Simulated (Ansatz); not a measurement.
Here is an Ansatz 0.2.0 calculation.

File input.yaml:

```yaml
crystal:
  lattice:
    - [0.0, 2.7218511865, 2.7218511865]
    - [2.7218511865, 0.0, 2.7218511865]
    - [2.7218511865, 2.7218511865, 0.0]
  atoms:
    - { symbol: Si, position: [0.5, 0.5, 0.5] }
    - { symbol: Si, position: [0.75, 0.75, 0.75] }
hamiltonian:
  xc: revpbe
  pseudopotentials: { kind: paw }
kpoints:
  mp_grid: { grid: [8, 8, 8] }
  band_path:
    path:
      - [[0.0, 0.0, 0.0], [0.5, 0.0, 0.5], [0.5, 0.25, 0.75], [0.375, 0.375, 0.75], [0.0, 0.0, 0.0], [0.5, 0.5, 0.5], [0.625, 0.25, 0.625], [0.5, 0.25, 0.75], [0.5, 0.5, 0.5], [0.375, 0.375, 0.75]]
      - [[0.625, 0.25, 0.625], [0.5, 0.0, 0.5]]
    npoints: 14
scf:
  occupations: { method: fermi_dirac, width: 0.05 }
  n_extra_bands: 6
output:
  forces: true
  stress: true
  eigenvalues: true
  fatbands: false
  write_density: true
  write_potential: true
  elf: true
  volumetric_format: npy
```

Potentials or basis: Ansatz PAW.

Launch:

```sh
$ ansatz run input.yaml --threads 2 --pin off --max-ram 5120MiB --backend cpu --events-out ev --progress --plain --runs-dir out
```

Task: Predict the band gap on the k mesh.

Result: 0.67 eV, indirect (least direct gap 2.56 eV).

Task: What does it give for the band gap along the path?

Result: 0.63 eV, indirect (least direct gap 2.56 eV).

Levels at the corners of the path, in eV from the valence-band top:
| point | band 1 | band 2 | band 3 | band 4 | band 5 | band 6 | band 7 | band 8 |
| --- | --- | --- | --- | --- | --- | --- | --- | --- |
| Γ | -11.90 | 0.00 | 0.00 | 0.00 | 2.56 | 2.56 | 2.56 | 3.38 |
| X | -7.78 | -7.78 | -2.83 | -2.83 | 0.77 | 0.77 | 10.09 | 10.09 |
| W | -7.62 | -7.62 | -3.81 | -3.81 | 4.30 | 4.30 | 5.00 | 5.00 |
| K | -8.20 | -7.19 | -4.26 | -2.41 | 1.25 | 4.15 | 7.45 | 8.02 |
| Γ | -11.90 | 0.00 | 0.00 | 0.00 | 2.56 | 2.56 | 2.56 | 3.38 |
| L | -9.59 | -6.92 | -1.20 | -1.20 | 1.57 | 3.35 | 3.35 | 7.81 |
| U | -8.20 | -7.19 | -4.26 | -2.41 | 1.25 | 4.15 | 7.45 | 8.02 |
| W | -7.62 | -7.62 | -3.81 | -3.81 | 4.30 | 4.30 | 5.00 | 5.00 |
| L | -9.59 | -6.92 | -1.20 | -1.20 | 1.57 | 3.35 | 3.35 | 7.81 |
| K | -8.20 | -7.19 | -4.26 | -2.41 | 1.25 | 4.15 | 7.45 | 8.02 |
| U | -8.20 | -7.19 | -4.26 | -2.41 | 1.25 | 4.15 | 7.45 | 8.02 |
| X | -7.78 | -7.78 | -2.83 | -2.83 | 0.77 | 0.77 | 10.09 | 10.09 |

 A hybrid or GW would open this gap; revPBE tends to underestimate it.
